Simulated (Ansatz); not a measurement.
# BaTiO3: stress in a strained cell

BaTiO3 is deformed so: equal xy, yz and zx engineering shear strains of -1 %. What stress and forces result, by LAPW, PAW and all-electron datasets made for the crystal?

Program: Ansatz 0.2.0. Level of theory: DFT PBE, scalar-relativistic. These are calculated values, not measurements.

## 1. The system as given

Symmetry: Amm2, No. 38, orthorhombic system. The conventional cell has a = 3.984 Å, b = 5.674 Å, c = 5.692 Å, α = 90.00°, β = 90.00°, γ = 90.00°. Ba (site symmetry mm2) has 12 O at 2.80 to 2.89 Å as nearest neighbours. Around Ti (site symmetry mm2) lie 6 O at 1.95 to 2.07 Å. O (site symmetry mm2) is surrounded by 2 Ti at 1.99 Å and 4 Ba at 2.80 to 2.89 Å. O (site symmetry m) is surrounded by 2 Ti at 1.95 to 2.07 Å and 4 Ba at 2.82 to 2.84 Å.

As a file:

```xyz
5
Lattice="3.9841 0.0000 0.0000 0.0000 2.8371 2.8458 0.0000 -2.8371 2.8458" Properties=species:S:1:pos:R:3 pbc="T T T"
Ba    0.0000    0.0000    0.0000
Ti    1.9920    0.0000    2.8908
O     0.0000    0.0000    2.8008
O     1.9920   -1.3936    4.2579
O     1.9920    1.3936    4.2579
```

Atoms are numbered in the order of the input: Ba1, Ti2, O3, O4, O5.

## 2. After the deformation

Space group Amm2 before, P1 after.

## 3. LAPW, all electrons

input.yaml

```yaml
crystal:
  lattice:
    - [3.9841, -0.0199205, -0.0199205]
    - [-0.02841425, 2.822821, 2.83161475]
    - [-4.375e-05, -2.851279, 2.85998525]
  atoms:
    - { symbol: Ba, position: [0.0, 0.0, 0.0] }
    - { symbol: Ti, position: [0.5, 0.5079, 0.5079] }
    - { symbol: O, position: [0.0, 0.4921, 0.4921] }
    - { symbol: O, position: [0.5, 0.50251, 0.99371] }
    - { symbol: O, position: [0.5, 0.99371, 0.50251] }
kpoints:
  mp_grid: { grid: [8, 8, 8] }
  band_path:
    path:
      - [0.0, 0.0, 0.0]
      - [0.5, 0.0, 0.0]
      - [0.0, 0.0, -0.5]
      - [0.0, 0.0, 0.0]
      - [0.0, 0.5, 0.0]
      - [-0.5, 0.5, 0.5]
      - [0.0, 0.0, 0.0]
      - [0.0, 0.5, 0.5]
      - [-0.5, 0.5, 0.0]
    npoints: 5
scf:
  occupations: { method: fermi_dirac, width: 0.05 }
hamiltonian:
  xc: pbe
  pseudopotentials: { kind: all_electron, lapw: { basis_error: 0.001 } }
output:
  forces: true
  stress: true
  eigenvalues: true
```

Command:

```
ansatz run input.yaml --threads 2 --pin off --max-ram 6144MiB --backend cpu --events-out ev --progress --plain --runs-dir out
```

## 4. PAW with frozen cores

input.yaml

```yaml
crystal:
  lattice:
    - [3.9841, -0.0199205, -0.0199205]
    - [-0.02841425, 2.822821, 2.83161475]
    - [-4.375e-05, -2.851279, 2.85998525]
  atoms:
    - { symbol: Ba, position: [0.0, 0.0, 0.0] }
    - { symbol: Ti, position: [0.5, 0.5079, 0.5079] }
    - { symbol: O, position: [0.0, 0.4921, 0.4921] }
    - { symbol: O, position: [0.5, 0.50251, 0.99371] }
    - { symbol: O, position: [0.5, 0.99371, 0.50251] }
kpoints:
  mp_grid: { grid: [8, 8, 8] }
scf:
  occupations: { method: fermi_dirac, width: 0.05 }
hamiltonian:
  xc: pbe
  pseudopotentials: { kind: paw }
output:
  forces: true
  stress: true
  eigenvalues: true
  efg: { contact_densities: true }
```

## 5. Datasets made for this crystal

input.yaml: that of step 4 with these lines changed.

```diff
@@ -17,3 +17,3 @@
   xc: pbe
-  pseudopotentials: { kind: paw }
+  pseudopotentials: { kind: all_electron, datasets: crystal }
 output:
```

(Steps that only read results are left out.)

What does the calculation give? Wanted: pressure; largest shear or deviatoric stress.

**Answer**, as computed:

| quantity | value |
| --- | --- |
| pressure | LAPW 1.97, PAW 1.96, crystal datasets 1.97 GPa |
| largest shear or deviatoric stress (LAPW) | 1.21 GPa |

What this shows: The largest part of the stress beyond the pressure is 1.21 GPa in size; the atoms are carried along and not relaxed. No run of the undeformed cell stands beside it, so the pressure holds what the given cell had before the change. PAW: stress within 0.01 GPa of LAPW, forces within 1 meV/Å. Crystal datasets: stress within 0.01 GPa of LAPW, forces within 1 meV/Å. Spin-orbit coupling is left out, though the cell holds Ba; in elements this heavy it can shift bands and gaps by tenths of an eV.
